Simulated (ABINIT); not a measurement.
A run of ABINIT 10.8.3 (patched build) is set up as follows.

The input run.abi:

```
# Pseudopotentials
pp_dirpath "./"
pseudos "C.upf"

# Structure
acell 4.641488922 4.6414889221 16.1076538906
rprim
     1.0000000000     0.0000000000     0.0000000000
    -0.5000000000     0.8660254038     0.0000000000
     0.0000000000     0.0000000000     1.0000000000
ntypat 1
znucl 6
natom 2
typat 1 1
xred
     0.6666666667     0.3333333333     0.0000000000
     0.3333333333     0.6666666667     0.0000000000

# Plane-wave basis
ecut 41.0

# k points
kptopt 1
ngkpt 12 12 3
nshiftk 1
shiftk 0.0 0.0 0.0

# Exchange and correlation
ixc 11

# Bands and occupations
nband 8
occopt 3
tsmear 0.00183747

# SCF cycle
nstep 100
tolvrs 1.0e-10

# Output
iomode 3
prtwf 0
prteig 0
prtebands 0
enunit 2
prtden 1
prtvha 1
prtvclmb 1
prtpot 1
prtelf 1
```

Potentials or basis: PseudoDojo NC SR PBE v0.4.1 standard.

Run with:

```console
$ abinit run.abi > log 2>&1
```

Estimate the band gap on the k mesh.

none (metal or under the smearing width).
